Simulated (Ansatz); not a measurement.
Crystal: NiO.

```
CELL_PARAMETERS angstrom
0.00000 2.24063 2.24063
2.24063 0.00000 2.24063
2.24063 2.24063 0.00000
ATOMIC_POSITIONS crystal
Ni 0.00000 0.00000 0.00000
O 0.75000 0.75000 0.75000
```

The cell was built by a generator and needn't be a form met in nature.

Base run:

```yaml
Program: Ansatz 0.2.0
Functional: LDA
Potentials_or_basis: Ansatz PAW
Cutoff: "420 eV (not typed: the program's choice for these potentials)"
k_mesh: 7 × 7 × 7
Occupations: fermi-dirac, width 0.05 eV
Spin: collinear spin, ferromagnetic start
Starting_moments: "[1.0, 0.0] μB"
```

Its results: band gap on the k mesh none (metal or under the smearing width); pressure -15.2 GPa; net moment 1.71 μB per cell; site moments Ni +1.29; O +0.33 μB.

The run is repeated on the same cell with these changes: functional from LDA to r2SCAN; cutoff from 420 eV (not typed: the program's choice for these potentials) to 500 eV (not typed: the program's choice for these potentials). What comes out?

Band gap on the k mesh none (metal or under the smearing width); pressure -4.6 GPa; net moment 2.00 μB per cell; site moments Ni +1.59; O +0.36 μB.

Caveats: a cell with one magnetic atom can't hold antiferromagnetic order, which such compounds often take; semilocal functionals often make such compounds metallic where correlation or magnetic order opens a gap, which also shifts bond lengths; the PAW data sets come from PBE, with cores solved anew for the run's functional, which leaves a small shift of forces and pressure; the density of states is complete only up to the lowest level of the last band computed (some runs); the magnetic or orbital state may not be the lowest (some runs).
